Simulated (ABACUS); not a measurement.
Crystal: C.

```
C
1.0
     0.00000    1.78337    1.78337
     1.78337    0.00000    1.78337
     1.78337    1.78337    0.00000
C
2
Direct
  0.75000 0.75000 0.75000
  0.50000 0.50000 0.50000
```

This isn't the form of C at room conditions, which is graphite.

Base run:

- Program: ABACUS 3.10.1
- Functional: PBE
- Potentials or basis: PseudoDojo NC SR 0.4.1 PBE standard
- Cutoff: 1116 eV
- Density cutoff: 4463 eV
- Basis: plane waves
- k mesh: 13 × 13 × 13
- Occupations: fermi-dirac, width 0.05 eV
- Spin: no spin polarisation

Its results: band gap on the k mesh 4.20 eV, indirect (least direct gap 5.62 eV); pressure 1.8 GPa.

Problem. The run is repeated on the same cell with these changes: cutoff from 1116 eV to 1361 eV; density cutoff from 4463 eV to 5442 eV; basis from plane waves to DZP LCAO (the cutoffs set its grid). What comes out?

Solution. Band gap on the k mesh 4.21 eV, indirect (least direct gap 5.60 eV); pressure 5.6 GPa.

Caveats: an odd mesh through Γ misses points on the zone boundary, where band edges often lie; the atomic orbitals were generated for these runs and aren't a published set (some runs); the basis of atomic orbitals isn't converged, which shifts pressures, moduli and gaps (some runs).

Not every run made on this cell is shown here.
